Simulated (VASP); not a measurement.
# Pb in VASP: notebook

One sheet, Pb, is run at these levels: PBE; tasks: single point.

Program: VASP 6.6.1. These are calculated values, not measurements. Logs are shortened: lines on timing, memory, paths and dates and some standing lists are left out, and cuts for length are marked.

**1. The sheet as given**

The cell holds a sheet with vacuum, 2 atoms: a = 5.157 Å, b = 5.157 Å, c = 23.800 Å, α = 90.00°, β = 90.00°, γ = 120.00°.

The cell was built by a generator and needn't be a form met in nature.

**2. Single point, PBE**

File INCAR:

```
PREC = Accurate
ENCUT = 520
EDIFF = 1E-7
ISMEAR = 0
SIGMA = 0.1
LREAL = False
LASPH = True
NELM = 60
ALGO = Fast
ISIF = 2
LWAVE = False
LCHARG = False
LDIPOL = True
IDIPOL = 3
DIPOL = 0.5 0.5 0.294
GGA = PE
NBANDS = 21
```

File KPOINTS:

```
Automatic mesh
0
Gamma
  12 12 1
```

File POSCAR:

```
Pb
1.0
    5.1567210516      0.0000000000      0.0000000000
   -2.5783605258      4.4658514309      0.0000000000
    0.0000000000      0.0000000000     23.8000000000
Pb
2
Direct
    0.3333333333      0.6666666667      0.2941176471
    0.6666666667      0.3333333333      0.2941176471
```

Potentials or basis: VASP PAW PBE potentials, release 64 (Pb_d).

Started as:

```sh
$ cat potpaw_PBE.64/Pb_d/POTCAR > POTCAR
$ mpirun -np 1 vasp_std > vasp.out
```

OUTCAR:

```text
PREC = Accurate
   ENCUT = 520
   EDIFF = 1E-7
   ISMEAR = 0
   LREAL = False
   LASPH = True
   NELM = 60
   ISIF = 2
   GGA = PE

 ion  position               nearest neighbor table
   1  0.333  0.667  0.294-   2 2.98   2 2.98   2 2.98
   2  0.667  0.333  0.294-   1 2.98   1 2.98   1 2.98

  LATTYP: Found a hexagonal cell.
 ALAT       =     5.1567210516
 C/A-ratio  =     4.6153359396

  Lattice vectors:

 A1 = (   5.1567210516,   0.0000000000,   0.0000000000)
 A2 = (  -2.5783605258,   4.4658514309,   0.0000000000)
 A3 = (   0.0000000000,   0.0000000000,  23.8000000000)

Analysis of symmetry for initial positions (statically):
=====================================================================
 Subroutine PRICEL returns:
 Original cell was already a primitive cell.

 Routine SETGRP: Setting up the symmetry group for a
 hexagonal supercell.

 Subroutine GETGRP returns: Found 24 space group operations
 (whereof 12 operations were pure point group operations)
 out of a pool of 24 trial point group operations.

The static configuration has the point symmetry C_6v.
 The point group associated with its full space group is D_6h.

Analysis of symmetry for dynamics (positions and initial velocities):
=====================================================================
 Subroutine PRICEL returns:
 Original cell was already a primitive cell.

 Routine SETGRP: Setting up the symmetry group for a
 hexagonal supercell.

 Subroutine GETGRP returns: Found 24 space group operations
 (whereof 12 operations were pure point group operations)
 out of a pool of 24 trial point group operations.

The dynamic configuration has the point symmetry C_6v.
 The point group associated with its full space group is D_6h.

 Subroutine INISYM returns: Found 24 space group operations
 (whereof 12 operations are pure point group operations),
 and found     1 'primitive' translations

----------------------------------------------------------------------------------------

                                     Primitive cell

  volume of cell :     548.0938

  direct lattice vectors                    reciprocal lattice vectors
     5.156721052  0.000000000  0.000000000     0.193921678  0.111960733  0.000000000
    -2.578360526  4.465851431  0.000000000     0.000000000  0.223921466  0.000000000
     0.000000000  0.000000000 23.800000000     0.000000000  0.000000000  0.042016807

  length of vectors
     5.156721052  5.156721052 23.800000000     0.223921466  0.223921466  0.042016807

  position of ions in fractional coordinates (direct lattice)
     0.333333333  0.666666667  0.294117647
     0.666666667  0.333333333  0.294117647

  ion indices of the primitive-cell ions
   primitive index   ion index
                 1           1
                 2           2

----------------------------------------------------------------------------------------

 KPOINTS: Automatic mesh

Automatic generation of k-mesh.
 Grid dimensions read from file:
 generate k-points for:   12   12    1

 Generating k-lattice:

  Cartesian coordinates                     Fractional coordinates (reciprocal lattice)
     0.016160140  0.009330061  0.000000000     0.083333333  0.000000000  0.000000000
     0.000000000  0.018660122  0.000000000     0.000000000  0.083333333  0.000000000
     0.000000000  0.000000000  0.042016807     0.000000000  0.000000000  1.000000000

  Length of vectors
     0.018660122  0.018660122  0.042016807

  Shift w.r.t. Gamma in fractional coordinates (k-lattice)
     0.000000000  0.000000000  0.000000000

 Subroutine IBZKPT returns following result:
 ===========================================

 Found     19 irreducible k-points:

 Following reciprocal coordinates:
            Coordinates               Weight
  0.000000  0.000000  0.000000      1.000000
  0.083333  0.000000  0.000000      6.000000
  0.166667 -0.000000  0.000000      6.000000
  0.250000 -0.000000  0.000000      6.000000
  0.333333 -0.000000  0.000000      6.000000
  0.416667 -0.000000  0.000000      6.000000
[... 11 lines left out ...]
  0.333333  0.250000  0.000000     12.000000
  0.333333  0.333333  0.000000      2.000000
   k-points           NKPTS =     19   k-points in BZ     NKDIM =     19   number of bands    NBANDS=     21
   number of dos      NEDOS =    301   number of ions     NIONS =      2
   total plane-waves  NPLWV = 288000
   dimension x,y,z NGX =    40 NGY =   40 NGZ =  180
   dimension x,y,z NGXF=    80 NGYF=   80 NGZF=  360
   ions per type =               2
   NGX,Y,Z   is equivalent  to a cutoff of  12.90, 12.90, 12.57 a.u.
   NGXF,Y,Z  is equivalent  to a cutoff of  25.79, 25.79, 25.15 a.u.
 SYSTEM =  unknown system
   PREC   = accura    normal or accurate (medium, high low for compatibility)
   ISTART =      0    job   : 0-new  1-cont  2-samecut
   ICHARG =      2    charge: 1-file 2-atom 10-const
   ISPIN  =      1    spin polarized calculation?
   LNONCOLLINEAR =      F non collinear calculations
   LSORBIT =      F    spin-orbit coupling
   LASPH  =      T    aspherical Exc in radial PAW
   ENCUT  =  520.0 eV  38.22 Ry    6.18 a.u.   9.59  9.59 44.25*2*pi/ulx,y,z
   NELM   =     60;   NELMIN=  2; NELMDL= -5     # of ELM steps
   EDIFF  = 0.1E-06   stopping-criterion for ELM
   LREAL  =      F    real-space projection
   EDIFFG = 0.1E-05   stopping-criterion for IOM
   NSW    =      0    number of steps for IOM
   IBRION =     -1    ionic relax: 0-MD 1-quasi-New 2-CG
   NFREE  =      0    steps in history (QN), initial steepest desc. (CG)
   ISIF   =      2    stress and relaxation
   ISYM   =      2    0-nonsym 1-usesym 2-fastsym
   POTIM  = 0.5000    time-step for ionic-motion
   TEBEG  =    0.0;   TEEND  =   0.0 temperature during run
   PSTRESS=    0.0 pullay stress
   NELECT =      28.0000    total number of electrons
   NUPDOWN=      -1.0000    fix difference up-down
   EMIN   =  10.00;   EMAX   =-10.00  energy-range for DOS
   EFERMI =   0.00;   METHOD = LEGACY
   ISMEAR =     0;   SIGMA  =   0.10  broadening in eV -4-tet -1-fermi 0-gaus
   EFERMI_NEDOS =   21; number of points for ismear=-14 and -15
   IALGO  =     68    algorithm
   IMIX   =      4    mixing-type and parameters
     AMIX     =   0.40;   BMIX     =  1.00
     AMIX_MAG =   1.60;   BMIX_MAG =  1.00
  volume/ion in A,a.u.               =     274.05      1849.36
  Fermi-wavevector in a.u.,A,eV,Ry     =   0.607448  1.147911  5.020458  0.368993
  Thomas-Fermi vector in A             =   1.661914
   LORBIT       =      0    0 simple, 1 ext, 2 COOP (PROOUT), +10 PAW based schemes
   GGA     = PE    functional components
   LHFCALC =     F    Hartree Fock is set to
   AEXX    =    0.0000 exact exchange contribution
   IVDW    =     0    specifies the selected vdW correction
   LEPSILON=     F    determine dielectric tensor
   LRPA    =     F    only Hartree local field effects (RPA)
 non-spin polarized calculation
 RMM-DIIS sequential band-by-band and
 Gauss-broadening in eV      SIGMA  =   0.10
  energy-cutoff  :      520.00
  volume of cell :      548.09
 maximum number of plane-waves:     14837
 NGX is ok and might be reduce to    40
   NGX = 19   NGY = 19   NGZ = 89

 dipolmoment           0.000000      0.000000     -0.000000 electrons x Angstroem

 number of electron      28.0000004 magnetization

 dipolmoment           0.000000      0.000000      0.000002 electrons x Angstroem

 Free energy of the ion-electron system (eV)
  ---------------------------------------------------
  ext. energy  EPLUGINS =         0.00000000
  ---------------------------------------------------
  free energy    TOTEN  =        -5.55241639 eV

  energy without entropy =       -5.53503035  energy(sigma->0) =       -5.54372337

 E-fermi :  -3.0473     XC(G=0):  -1.8002

 val. band max:       -3.0840155931   @ k =   0.5000  -0.0000   0.0000
 cond. band min:      -3.0377783725   @ k =   0.5000  -0.0000   0.0000
 fundamental gap:      0.0462372206
 Fermi energy:        -3.0472547352

 k-point     1 :       0.0000    0.0000    0.0000
  band No.  band energies     occupation
      1     -20.2000      2.00000
      2     -20.1450      2.00000
      3     -20.1450      2.00000
      4     -20.0686      2.00000
      5     -20.0686      2.00000
      6     -19.8758      2.00000
[... 13 lines left out ...]
     20       1.0724      0.00000
     21       1.3715      0.00000

 k-point     2 :       0.0833    0.0000    0.0000
  band No.  band energies     occupation
      1     -20.2029      2.00000
      2     -20.1626      2.00000
      3     -20.1577      2.00000
      4     -20.0702      2.00000
      5     -20.0658      2.00000
      6     -19.8606      2.00000
[... 13 lines left out ...]
     20       1.1221      0.00000
     21       1.4309      0.00000

 k-point     3 :       0.1667   -0.0000    0.0000
  band No.  band energies     occupation
      1     -20.2224      2.00000
      2     -20.2017      2.00000
      3     -20.1729      2.00000
      4     -20.0743      2.00000
      5     -20.0578      2.00000
      6     -19.8417      2.00000
[... 13 lines left out ...]
     20       1.2698      0.00000
     21       1.5964      0.00000
[... 337 lines left out ...]
 k-point    18 :       0.3333    0.2500    0.0000
  band No.  band energies     occupation
      1     -20.3861      2.00000
      2     -20.2289      2.00000
      3     -20.1923      2.00000
      4     -20.0995      2.00000
      5     -19.9783      2.00000
      6     -19.9261      2.00000
[... 13 lines left out ...]
     20       2.6720      0.00000
     21       3.1006      0.00000

 k-point    19 :       0.3333    0.3333    0.0000
  band No.  band energies     occupation
      1     -20.3941      2.00000
      2     -20.2092      2.00000
      3     -20.2092      2.00000
      4     -20.1013      2.00000
      5     -19.9523      2.00000
      6     -19.9523      2.00000
[... 13 lines left out ...]
     20       2.5834      0.00000
     21       2.5834      0.00000

------------------------ aborting loop because EDIFF is reached ----------------------------------------

 vacuum level on the upper side and lower side of the slab       (xc-potential included)        -0.007        -0.007

  FORCE on cell =-STRESS in cart. coord.  units (eV):
  Direction    XX          YY          ZZ          XY          YZ          ZX
  --------------------------------------------------------------------------------------
  -------------------------------------------------------------------------------------
  Total       -0.0235788     -0.0235788     -0.0301178      0.0000000      0.0000000      0.0000000
  in kB       -0.0689251     -0.0689251     -0.0880397      0.0000000      0.0000000      0.0000000
  external PRESSURE =      -0.0752966 kB  Pullay stress =       0.0000000 kB

 VOLUME and BASIS-vectors are now :
 -----------------------------------------------------------------------------
  energy-cutoff  :      520.00
  volume of cell :      548.09
      direct lattice vectors                 reciprocal lattice vectors
     5.156721052  0.000000000  0.000000000     0.193921678  0.111960733  0.000000000
    -2.578360526  4.465851431  0.000000000     0.000000000  0.223921466  0.000000000
     0.000000000  0.000000000 23.800000000     0.000000000  0.000000000  0.042016807

 POSITION                                       TOTAL-FORCE (eV/Angst)
 -----------------------------------------------------------------------------------
     -0.00000      2.97723      7.00000         0.000000     -0.000000     -0.000000
      2.57836      1.48862      7.00000        -0.000000      0.000000      0.000000
 -----------------------------------------------------------------------------------
    total drift:                                0.000000      0.000000      0.000101

  FREE ENERGIE OF THE ION-ELECTRON SYSTEM (eV)
  ---------------------------------------------------
  free  energy   TOTEN  =        -5.5524163944 eV

  energy  without entropy=       -5.5350303458  energy(sigma->0) =       -5.54372337

 vacuum level on the upper side and lower side of the slab         1.292         1.292
```

Wall time 3.7 min (1 thread of Intel Xeon 6975P-C (Granite Rapids), shared host); peak memory 0.69 GiB.

Results:

```
Free energy            : -5.5524 eV
Band gap on the k mesh : none (metal or under the smearing width)
```

The run has no spin-orbit coupling, so splittings on Pb are missing.

**3. Single point, PBE**

This run uses another cell than the first one, of 278.08 Å³/atom, 1.015 times its volume.

File INCAR:

```
SYSTEM = Pb
PREC = Accurate ; ENCUT = 520
EDIFF = 1E-6 ; ISMEAR = 0
SIGMA = 0.1 ; LREAL = .False.
LASPH = .True. ; NELM = 80
ALGO = Fast ; ISIF = 2
LWAVE = .False. ; LCHARG = .False.
LDIPOL = .True. ; IDIPOL = 3
DIPOL = 0.5 0.5 0.294 ; GGA = PE
NBANDS = 21
```

File KPOINTS:

```
regular mesh
0
Gamma
  12 12 1
  0 0 0
```

File POSCAR:

```
Pb
1.0
    5.1944842724      0.0000000000      0.0000000000
   -2.5972421362      4.4985553394      0.0000000000
    0.0000000000      0.0000000000     23.8000000000
Pb
2
Direct
    0.3333333333      0.6666666667      0.2941176471
    0.6666666667      0.3333333333      0.2941176471
```

Potentials or basis: VASP PAW PBE potentials, release 64 (Pb_d).

Started as:

```sh
$ cat potpaw_PBE.64/Pb_d/POTCAR > POTCAR
$ mpirun -np 1 vasp_std > vasp.out
```

OUTCAR:

```text
SYSTEM = Pb
   PREC = Accurate
   ENCUT = 520
   EDIFF = 1E-6
   ISMEAR = 0
   LREAL = .False.
   LASPH = .True.
   NELM = 80
   ISIF = 2
   GGA = PE

 ion  position               nearest neighbor table
   1  0.333  0.667  0.294-   2 3.00   2 3.00   2 3.00
   2  0.667  0.333  0.294-   1 3.00   1 3.00   1 3.00

  LATTYP: Found a hexagonal cell.
 ALAT       =     5.1944842724
 C/A-ratio  =     4.5817830514

  Lattice vectors:

[... 646 lines left out ...]
 vacuum level on the upper side and lower side of the slab       (xc-potential included)        -0.007        -0.007

  FORCE on cell =-STRESS in cart. coord.  units (eV):
  Direction    XX          YY          ZZ          XY          YZ          ZX
  --------------------------------------------------------------------------------------
  -------------------------------------------------------------------------------------
  Total       -0.3073171     -0.3073171     -0.0329607      0.0000000     -0.0000000     -0.0000000
  in kB       -0.8853294     -0.8853294     -0.0949543      0.0000000     -0.0000000     -0.0000000
  external PRESSURE =      -0.6218710 kB  Pullay stress =       0.0000000 kB

 VOLUME and BASIS-vectors are now :
 -----------------------------------------------------------------------------
  energy-cutoff  :      520.00
  volume of cell :      556.15
      direct lattice vectors                 reciprocal lattice vectors
     5.194484272  0.000000000  0.000000000     0.192511893  0.111146793  0.000000000
    -2.597242136  4.498555339  0.000000000     0.000000000  0.222293586  0.000000000
     0.000000000  0.000000000 23.800000000     0.000000000  0.000000000  0.042016807

 POSITION                                       TOTAL-FORCE (eV/Angst)
 -----------------------------------------------------------------------------------
     -0.00000      2.99904      7.00000        -0.000000     -0.000000     -0.000000
      2.59724      1.49952      7.00000         0.000000      0.000000      0.000000
 -----------------------------------------------------------------------------------
    total drift:                                0.000000      0.000000      0.000144

  FREE ENERGIE OF THE ION-ELECTRON SYSTEM (eV)
  ---------------------------------------------------
  free  energy   TOTEN  =        -5.5504333834 eV

  energy  without entropy=       -5.5302802997  energy(sigma->0) =       -5.54035684

 vacuum level on the upper side and lower side of the slab         1.275         1.275
```

OSZICAR:

```text
N       E                     dE             d eps       ncg     rms          rms(c)
DAV:   1     0.245048784809E+03    0.24505E+03   -0.10372E+04   950   0.922E+02
DAV:   2     0.155082406708E+02   -0.22954E+03   -0.22684E+03   873   0.307E+02
DAV:   3    -0.483091320298E+01   -0.20339E+02   -0.20246E+02  1018   0.119E+02
DAV:   4    -0.556604247220E+01   -0.73513E+00   -0.73382E+00   863   0.320E+01
[... 12 lines left out ...]
RMM:  17    -0.555040599536E+01   -0.17538E-04   -0.33383E-06   800   0.112E-02    0.161E-03
RMM:  18    -0.555042373974E+01   -0.17744E-04   -0.13500E-06   765   0.914E-03    0.134E-03
RMM:  19    -0.555042832696E+01   -0.45872E-05   -0.29292E-07   658   0.410E-03    0.219E-03
RMM:  20    -0.555043270751E+01   -0.43806E-05   -0.26500E-07   664   0.457E-03    0.626E-04
RMM:  21    -0.555043338343E+01   -0.67592E-06   -0.82580E-08   655   0.315E-03
   1 F= -.55504334E+01 E0= -.55403568E+01  d E =-.201531E-01
```

stdout:

```text
POSCAR found type information on POSCAR Pb
 POSCAR found :  1 types and       2 ions
 scaLAPACK will be used
 LDA part: xc-table for (Slater+PW92), standard interpolation
 POSCAR, INCAR and KPOINTS ok, starting setup
 FFT: planning ... GRIDC
 FFT: planning ... GRID_SOFT
 FFT: planning ... GRID
 WAVECAR not read
 entering main loop
```

Wall time 3.3 min (1 thread of Intel Xeon 6975P-C (Granite Rapids), shared host); peak memory 0.7 GiB.

Results:

```
Free energy            : -5.5504 eV
Band gap on the k mesh : none (metal or under the smearing width)
```

Levels at points of the mesh, in eV from the Fermi level:
| k point | band 12 | band 13 | band 14 | band 15 | band 16 | band 17 |
| --- | --- | --- | --- | --- | --- | --- |
| (0.00, 0.00, 0.00) | -4.98 | -1.26 | -0.66 | -0.66 | 3.03 | 3.03 |
| (0.50, 0.00, 0.00) | -7.63 | -1.68 | -0.02 | 0.00 | 1.23 | 4.94 |

(Part 1 of 2 ends here.)
